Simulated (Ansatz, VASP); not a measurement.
**One calculation of BaS, two programs**

The input POSCAR:

```
BaS
1.0
    0.0000000000      3.5194117709      3.5194117709
    3.5194117709      0.0000000000      3.5194117709
    3.5194117709      3.5194117709      0.0000000000
Ba S
1 1
Direct
    0.0000000000      0.0000000000      0.0000000000
    0.2500000000      0.2500000000      0.2500000000
```

Contents of INCAR.step1:

```
  ALGO = Normal
  EDIFF = 1E-4
  ENCUT = 520
  GGA = PE
  ISMEAR = 0
  LASPH = True
  LCHARG = False
  LREAL = False
  LWAVE = True
  NBANDS = 15
  NELM = 60
  PREC = Accurate
  SIGMA = 0.01
```

Contents of INCAR.step2:

```
  ALGO = Normal
  EDIFF = 1E-6
  ENCUT = 520
  ISIF = 2
  ISMEAR = 0
  ISTART = 1
  LASPH = True
  LCHARG = False
  LMIXTAU = True
  LREAL = False
  LWAVE = False
  METAGGA = R2SCAN
  NBANDS = 15
  NELM = 60
  PREC = Accurate
  SIGMA = 0.01
```

The input KPOINTS:

```
k-points
0
Gamma
  6 6 6
```

Input for Ansatz:

```yaml
crystal:
  lattice:
    - [0.0, 3.5194117709, 3.5194117709]
    - [3.5194117709, 0.0, 3.5194117709]
    - [3.5194117709, 3.5194117709, 0.0]
  atoms:
    - { symbol: Ba, position: [0.0, 0.0, 0.0] }
    - { symbol: S, position: [0.25, 0.25, 0.25] }
kpoints:
  mp_grid: { grid: [6, 6, 6] }
hamiltonian:
  xc: r2scan
scf:
  occupations: { method: fixed }
  n_extra_bands: 4
output:
  forces: true
  stress: true
  eigenvalues: true
```

Alike in both runs: task single point; functional r2SCAN; k mesh 6 × 6 × 6; no spin polarisation.

|  | VASP | Ansatz |
| --- | --- | --- |
| version | VASP 6.6.1 | Ansatz 0.2.0 |
| potentials or method | VASP PAW PBE potentials, release 64 (Ba_sv, S) | plane waves, PAW |
| plane-wave cutoff (eV) | 520 | 500 |
| occupations | gaussian, width 0.01 eV | fixed |
| valence electrons in the cell | 16 | 16 |

VASP gave:

| Quantity | Value |
| --- | --- |
| gap on the k mesh at the Fermi level (eV) | 3.08 |
| pressure (GPa) | 0.4 |

Which values does Ansatz return?

gap on the k mesh at the Fermi level (eV): 3.07; pressure (GPa): 0.0.

Caveats: the PAW data sets were made with another functional, which shifts forces and pressure a little (VASP); spin-orbit coupling is left out, which moves the levels of the heavy elements. A k mesh can miss the band edges.
